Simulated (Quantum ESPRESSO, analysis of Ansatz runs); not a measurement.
## Migration in In2O3 (R-3c): V_O hop (2.8 Å), charge +2 (Quantum ESPRESSO)

How high is the barrier when O changes place in In2O3 (R-3c)? The case: V_O hop (2.8 Å), charge +2, in a cell of 80 host atoms with 1 O taken out.

Main program and level: Quantum ESPRESSO 7.5; Quantum ESPRESSO plane-wave DFT, PBEsol, GBRV 1.5 PBEsol potentials; nudged elastic band between two relaxed defect structures at fixed charge in a uniform background.

This is a report of a sequence of runs, with most program output left out.

### Step 1. Set-up

The cell holds 79 atoms: 32 In and 47 O. Its edges and angles: a = 11.552 Å, b = 11.552 Å, c = 11.552 Å, α = 56.8°, β = 56.8°, γ = 56.8°. It derives from In2O3 (space group R-3c). Nearest the centre at fractional (0.375, 0.449, 0.801): O37 at 1.42 Å, In12 at 1.73 Å, In11 at 1.77 Å, O6 at 2.47 Å, In73 at 2.63 Å, O38 at 2.65 Å, In33 at 2.67 Å, O19 at 2.68 Å. The cell carries charge +2.

The cell's shortest repeat is 11.0 Å.

### Step 2. Relaxation of the start point, charge +2

The ends come first: from an unrelaxed start the top is counted from too high an energy, and the barrier comes out too low. Small random displacements break the symmetry of the ideal sites, so that the defect can distort if it gains by it. The charge of +2 is set by the electron count, and a uniform background keeps the cell neutral.

Contents of pw.in:

```
&CONTROL
  calculation = 'relax'
  prefix = 'pwscf'
  outdir = './tmp'
  pseudo_dir = './pseudo'
  tprnfor = .true.
  disk_io = 'low'
  nstep = 70
  forc_conv_thr = 0.0012
  etot_conv_thr = 0.0001
/
&SYSTEM
  ibrav = 0
  nat = 79
  ntyp = 2
  ecutwfc = 36
  ecutrho = 288
  nbnd = 352
  occupations = 'fixed'
  tot_charge = 2
  nosym = .true.
/
&ELECTRONS
  conv_thr = 8d-08
  electron_maxstep = 100
  mixing_beta = 0.5
/
&IONS
  ion_dynamics = 'bfgs'
/
ATOMIC_SPECIES
In   114.8180 in_pbesol_v1.4.uspp.F.UPF
O     15.9990 o_pbesol_v1.2.uspp.F.UPF
CELL_PARAMETERS angstrom
   5.4978746316    3.1741994784    9.6511628677
  -5.4978746316    3.1741994784    9.6511628677
   0.0000000000   -6.3483987569    9.6511628675
ATOMIC_POSITIONS crystal
In     0.3212012268    0.3212012268    0.3212012268
In     0.4287987732    0.4287987732    0.4287987732
In     0.1800340377    0.1798043797    0.1754872347
In     0.0712012268    0.0712012268    0.0712012268
O      0.0229817695    0.3750000000    0.2270182306
O      0.3745607087    0.2241792749    0.0253603273
O      0.2270182306    0.0229817695    0.3750000000
O      0.4770182306    0.1250000000    0.2729817694
[... 67 atom lines left out ...]
O      0.7270182306    0.5229817694    0.8750000000
O      0.9770182306    0.6250000000    0.7729817695
O      0.7729817695    0.9770182306    0.6250000000
O      0.6250000000    0.7729817695    0.9770182306
K_POINTS gamma
```

Started as:

```bash
OMP_NUM_THREADS=1 mpirun -n 8 pw.x -in pw.in > pw.out
```

It took 8.5 min on 8 MPI ranks of Arm Neoverse V2, shared host; peak memory 2 GiB; 68 min of CPU time.

Relaxation path:

```tsv
step	energy less that of the first step (eV)
0	0.0000
1	-0.6682
2	-1.0373
3	-1.2552
4	-1.3258
5	-1.3858
6	-1.4298
7	-1.4439
8	-1.4602
9	-1.4767
10	-1.4837
11	-1.4909
12	-1.4947
13	-1.4969
14	-1.4984
15	-1.4994
```

The atoms that moved most (Å):

```tsv
atom	dx	dy	dz	length
In53	0.227	0.024	-0.161	0.279
In73	-0.087	0.187	0.166	0.265
In12	-0.059	-0.125	0.123	0.185
In11	-0.030	-0.108	-0.094	0.146
O69	-0.087	0.030	0.096	0.133
O6	-0.025	0.129	-0.012	0.132
O78	0.068	-0.058	-0.097	0.132
O59	-0.018	0.081	-0.102	0.131
```

Neighbours of O37 at the end:

```tsv
atom	distance (Å)
In33	2.141
In24	2.205
In12	2.205
In11	2.249
O6	2.697
O19	2.855
O9	2.976
O38	2.987
```

Numbers from this step:

| Quantity | Value |
| --- | --- |
| highest filled level | 8.801 eV |
| lowest empty level | 9.712 eV |
| r.m.s. move of the farther half of the atoms | 0.03557 Å |
| largest move from the ideal geometry of this structure, a common shift of the far atoms taken out | 0.2576 Å |

The relaxation gained 1.499 eV and ended with a largest force component of 0.027 eV/Å.

### Step 3. Relaxation of the end point, charge +2

The end point is relaxed in the same cell and settings, so that the two energies compare. Atoms more than 3.2 Å from the middle of the hop start where the first relaxation left them, the nearer ones on or close to their ideal places, with small random displacements.

Contents of pw.in:

```
&CONTROL
  calculation = 'relax'
  prefix = 'pwscf'
  outdir = './tmp'
  pseudo_dir = './pseudo'
  tprnfor = .true.
  disk_io = 'low'
  nstep = 70
  forc_conv_thr = 0.0012
  etot_conv_thr = 0.0001
/
&SYSTEM
  ibrav = 0
  nat = 79
  ntyp = 2
  ecutwfc = 36
  ecutrho = 288
  nbnd = 352
  occupations = 'fixed'
  tot_charge = 2
  nosym = .true.
/
&ELECTRONS
  conv_thr = 8d-08
  electron_maxstep = 100
  mixing_beta = 0.5
/
&IONS
  ion_dynamics = 'bfgs'
/
ATOMIC_SPECIES
In   114.8180 in_pbesol_v1.4.uspp.F.UPF
O     15.9990 o_pbesol_v1.2.uspp.F.UPF
CELL_PARAMETERS angstrom
   5.4978746316    3.1741994784    9.6511628677
  -5.4978746316    3.1741994784    9.6511628677
   0.0000000000   -6.3483987569    9.6511628675
ATOMIC_POSITIONS crystal
In     0.3197641477    0.3217767324    0.3266894504
In     0.4303573967    0.4294750513    0.4284920713
[... 3 atom lines left out ...]
O      0.3754686887    0.2261214373    0.0227259333
[... 4 atom lines left out ...]
In     0.3213675634    0.3201850920    0.8219662762
In     0.4287493001    0.4287554606    0.9297128151
[... 5 atom lines left out ...]
O      0.4794240845    0.1308009665    0.7716675649
O      0.2740754217    0.4767246424    0.6246616913
[... 4 atom lines left out ...]
In     0.0704926393    0.5713121216    0.0706989560
[... 8 atom lines left out ...]
In     0.1783588353    0.6780169625    0.6793449224
[... 2 atom lines left out ...]
O      0.3757158540    0.7260017519    0.5229826368
O      0.5228999468    0.3758794387    0.7269849295
O      0.4770700613    0.6239566792    0.7734171530
[... 20 atom lines left out ...]
O      0.6235045879    0.2769024232    0.9661469901
[... 13 atom lines left out ...]
In     0.5702641517    0.5720730016    0.5713158322
[... 5 atom lines left out ...]
O      0.6251047850    0.7736136658    0.9759388106
K_POINTS gamma
```

Run time: 9.1 min. Hardware: 8 MPI ranks; peak memory 2 GiB.

The steps of the relaxation:

```tsv
step	energy less that of the first step (eV)
0	0.0000
1	-0.6865
2	-1.1274
3	-1.4682
4	-1.5693
5	-1.6563
6	-1.6951
7	-1.7254
8	-1.7494
9	-1.7686
10	-1.7809
11	-1.7880
12	-1.7924
13	-1.7953
14	-1.7974
15	-1.7987
16	-1.7996
```

The atoms that moved most (Å):

```tsv
atom	dx	dy	dz	length
In33	-0.119	0.183	-0.130	0.254
In24	-0.111	-0.173	0.149	0.254
In53	-0.194	-0.013	0.146	0.243
O59	0.119	-0.068	0.093	0.165
In11	0.119	0.021	-0.107	0.162
In12	0.127	-0.001	0.101	0.162
O20	0.005	0.132	0.088	0.159
O69	0.080	-0.060	-0.110	0.149
```

Neighbours of O37 at the end:

```tsv
atom	distance (Å)
In73	2.141
In53	2.202
In11	2.205
In12	2.248
O6	2.698
O38	2.855
O18	2.974
O19	2.987
```

Numbers from this step:

```
highest filled level                                                                              : 8.801 eV
lowest empty level                                                                                : 9.710 eV
r.m.s. move of the farther half of the atoms                                                      : 0.03715 Å
largest move from the ideal geometry of this structure, a common shift of the far atoms taken out : 0.2534 Å
```

The relaxation gained 1.800 eV and ended with a largest force component of 0.026 eV/Å. The end lies within 1 meV of the start.

### Step 4. Nudged elastic band, charge +2

3 movable images are laid between the ends by interpolation. Each image feels the true force across the path and a spring force along it. The highest image is set to climb to the top of the path.

This step: Quantum ESPRESSO plane-wave DFT, PBEsol, GBRV 1.5 PBEsol potentials; nudged elastic band between two relaxed defect structures at fixed charge in a uniform background.

Contents of neb.in:

```
BEGIN
BEGIN_PATH_INPUT
&PATH
  restart_mode = 'from_scratch'
  string_method = 'neb'
  nstep_path = 45
  ds = 1.5
  opt_scheme = 'broyden'
  num_of_images = 5
  k_max = 0.3
  k_min = 0.2
  CI_scheme = 'auto'
  path_thr = 0.06
/
END_PATH_INPUT
BEGIN_ENGINE_INPUT
&CONTROL
  prefix = 'pwscf'
  outdir = './tmp'
  pseudo_dir = './pseudo'
  disk_io = 'low'
/
&SYSTEM
  ibrav = 0
  nat = 79
  ntyp = 2
  ecutwfc = 36
  ecutrho = 288
  nbnd = 352
  occupations = 'fixed'
  tot_charge = 2
  nosym = .true.
/
&ELECTRONS
  conv_thr = 8d-08
  electron_maxstep = 100
  mixing_beta = 0.5
/
ATOMIC_SPECIES
In   114.8180 in_pbesol_v1.4.uspp.F.UPF
O     15.9990 o_pbesol_v1.2.uspp.F.UPF
CELL_PARAMETERS angstrom
   5.4978746316    3.1741994784    9.6511628677
  -5.4978746316    3.1741994784    9.6511628677
   0.0000000000   -6.3483987569    9.6511628675
BEGIN_POSITIONS
FIRST_IMAGE
ATOMIC_POSITIONS crystal
In     0.3193880999    0.3214613391    0.3269984642
In     0.4299813488    0.4291596580    0.4288010850
In     0.1785069796    0.1783848004    0.1802285039
In     0.0690833551    0.0714395540    0.0725185317
O      0.0228354929    0.3751178658    0.2269098035
O      0.3786140404    0.2327799309    0.0114159940
O      0.2267618587    0.0235054851    0.3750119930
O      0.4746832807    0.1315485359    0.2671928539
O      0.2653210000    0.4765089440    0.1341889278
O      0.1236736682    0.2724677124    0.4787609566
In     0.3064145421    0.3163101616    0.8295492555
In     0.4202164676    0.4338390130    0.9434688004
In     0.1768864486    0.1782285185    0.6809735099
In     0.0716606225    0.0704235502    0.5726074572
O      0.0221308222    0.3756733956    0.7268980093
O      0.3740019265    0.2272300754    0.5262559836
O      0.2279228588    0.0250440128    0.8755777642
O      0.4797374478    0.1306541901    0.7720892632
O      0.2823134430    0.4736838561    0.6274311259
O      0.1157254382    0.2736591532    0.9844154911
In     0.3213619433    0.8222800326    0.3196973371
In     0.4256727237    0.9377435198    0.4243037080
In     0.1772864895    0.6787471420    0.1807236851
In     0.0695064048    0.5718793520    0.0713165434
O      0.0236539219    0.8750652234    0.2261665484
O      0.3742320180    0.7250964988    0.0218679791
O      0.2277085951    0.5232923581    0.3770001911
O      0.4761476442    0.6258017027    0.2732085599
O      0.2743917814    0.9798786411    0.1229673867
O      0.1272626791    0.7707096914    0.4779640512
In     0.3212339462    0.8213527619    0.8207434882
In     0.4290225308    0.9288197748    0.9285592646
In     0.1820765326    0.6784348611    0.6780431682
In     0.0725525398    0.5704642801    0.5723536973
O      0.0231348589    0.8737703665    0.7264739500
O      0.3771945156    0.7273271633    0.5220156746
O      0.2383335628    0.5173991995    0.8712122816
O      0.4776651040    0.6194399575    0.7701434141
O      0.2735550271    0.9769906079    0.6250180060
O      0.1268338588    0.7702899473    0.9754313110
In     0.8218830131    0.3216191557    0.3195684563
In     0.9301385183    0.4286290694    0.4278780945
In     0.6774795118    0.1797879939    0.1773221691
In     0.5718381452    0.0718076515    0.0677377148
O      0.5229519574    0.3745856088    0.2276644190
O      0.8727812355    0.2269875339    0.0221247920
O      0.7277836710    0.0255646308    0.3729662842
O      0.9767922107    0.1233844446    0.2756120714
O      0.7711123778    0.4778562894    0.1260157656
O      0.6252926737    0.2740739211    0.4822482120
In     0.8210238559    0.3211163955    0.8197862204
In     0.9229403641    0.4287409738    0.9303731405
In     0.6937413962    0.1556698110    0.6725666982
In     0.5697089272    0.0694232325    0.5685505292
O      0.8739287007    0.2257138733    0.5243689487
O      0.7277549200    0.0229081512    0.8726099056
O      0.9765381986    0.1244833948    0.7736557283
O      0.7675871861    0.4761776082    0.6244890021
O      0.6223937200    0.2765679795    0.9674714878
In     0.8220294307    0.8244050625    0.3183781453
In     0.9315161967    0.9258300598    0.4277378375
In     0.6771408139    0.6798410860    0.1781508533
In     0.5688640912    0.5720266065    0.0728882311
O      0.5233351345    0.8765354780    0.2267106807
O      0.8747332456    0.7268229865    0.0230863595
O      0.7252922335    0.5245028303    0.3759507955
O      0.9740957606    0.6268579328    0.2729903594
O      0.7718698339    0.9795734924    0.1225654781
O      0.6220069267    0.7857674559    0.4771265288
In     0.8254897703    0.8124905991    0.8242046591
In     0.9300994366    0.9279770238    0.9284698645
In     0.6813058977    0.6807676729    0.6800986057
In     0.5771897050    0.5945059616    0.5561571189
O      0.5209105211    0.8750774533    0.7289203607
O      0.8769023499    0.7246701279    0.5219761705
O      0.7235825806    0.5229926156    0.8757981511
O      0.9825846648    0.6187615340    0.7751616546
O      0.7727766274    0.9644474453    0.6277668848
O      0.6247287372    0.7732982724    0.9762478243
INTERMEDIATE_IMAGE
ATOMIC_POSITIONS crystal
In     0.3195287248    0.3215227474    0.3254664853
In     0.4294358532    0.4292268864    0.4287219136
[... 77 atom lines left out ...]
INTERMEDIATE_IMAGE
ATOMIC_POSITIONS crystal
In     0.3196693497    0.3215841557    0.3239345064
In     0.4288903577    0.4292941148    0.4286427423
[... 77 atom lines left out ...]
INTERMEDIATE_IMAGE
ATOMIC_POSITIONS crystal
In     0.3198099747    0.3216455639    0.3224025275
In     0.4283448621    0.4293613432    0.4285635710
[... 77 atom lines left out ...]
LAST_IMAGE
ATOMIC_POSITIONS crystal
In     0.3199505996    0.3217069722    0.3208705486
In     0.4277993665    0.4294285716    0.4284843997
[... 3 atom lines left out ...]
O      0.3704683224    0.2387355964    0.0170495898
[... 4 atom lines left out ...]
In     0.3288037644    0.3067989942    0.8159901598
In     0.4428458753    0.4207119338    0.9332806014
[... 5 atom lines left out ...]
O      0.4835508546    0.1163244596    0.7730340939
O      0.2714887754    0.4802537407    0.6301688983
[... 4 atom lines left out ...]
In     0.0556068688    0.5775347302    0.0939675860
[... 8 atom lines left out ...]
In     0.1717903000    0.6940529157    0.6555689759
[... 2 atom lines left out ...]
O      0.3717159604    0.7282981510    0.5226308646
O      0.5107833296    0.3789443976    0.7323380475
O      0.4664550815    0.6228118393    0.7761640501
[... 20 atom lines left out ...]
O      0.6331078779    0.2657793371    0.9764496313
[... 13 atom lines left out ...]
In     0.5669682004    0.5721189110    0.5713976935
[... 5 atom lines left out ...]
O      0.6255103364    0.7713036498    0.9772514358
END_POSITIONS
K_POINTS gamma
END_ENGINE_INPUT
END
```

Started as:

```bash
OMP_NUM_THREADS=1 mpirun -n 8 neb.x -ni 2 -inp neb.in > neb.out
```

Run time: 29 min. Hardware: 8 MPI ranks; peak memory 3.2 GiB.

Images along the path:

```tsv
image	path (Å)	energy (eV)	O37: x, y, z (Å)
0	0.000	0.0000	-1.534, -3.132, 15.702
1	0.835	0.5377	-1.063, -2.572, 15.689
2	1.529	0.5827	-0.616, -2.113, 15.679
3	2.223	0.5368	0.006, -1.955, 15.669
4	3.059	-0.0004	0.725, -1.825, 15.655
```

Read from the output:

```
barrier forward  : 0.5827 eV
barrier backward : 0.5832 eV
end less start   : -4.46e-4 eV
hop length       : 2.610 Å
```

The band met its tolerance of 0.06 eV/Å after 10 iterations, with image 2 on top (the start counts as 0). O37, which moves farthest between the ends, has 4 In at 2.14 to 2.25 Å nearest at the start and 4 In at 2.12 to 2.31 Å at the top.

### Step 5. Results

```
barrier forward                         : 0.58 eV
barrier backward                        : 0.58 eV
end less start                          : 0.00 eV
hop length                              : 2.61 Å
band iterations, as the log counts them : 10
```

In words: The top of the band lies 0.58 eV above the start and 0.58 eV above the end, which are alike in energy and neighbours. With an assumed prefactor of 1e13 per second it gives one hop a second along this one path at about 230 K; whether such hops link up through the crystal wasn't checked. The order of the top as a saddle was not checked for all atoms, so a bent path could be lower. No image-charge correction is applied; it largely cancels along a path if the charge stays localised alike. Limits: sampling at the zone centre alone can move energies of charged and open-shell states by tenths of an eV or more in cells of this size; spin–orbit coupling, which can matter with heavy atoms, is left out. The cutoff of 36 Ry is under the 40 Ry advised for these potentials.

[Logs are printed without paths, hosts, clocks, repeated set-up lines and the standing remarks that a program may print on its own settings, such as how far it seeks lower states.]

[Hosts, paths, dates, database ids (printed as entryN), source tags and the programs' standing remarks are cut or masked in the printed files.]
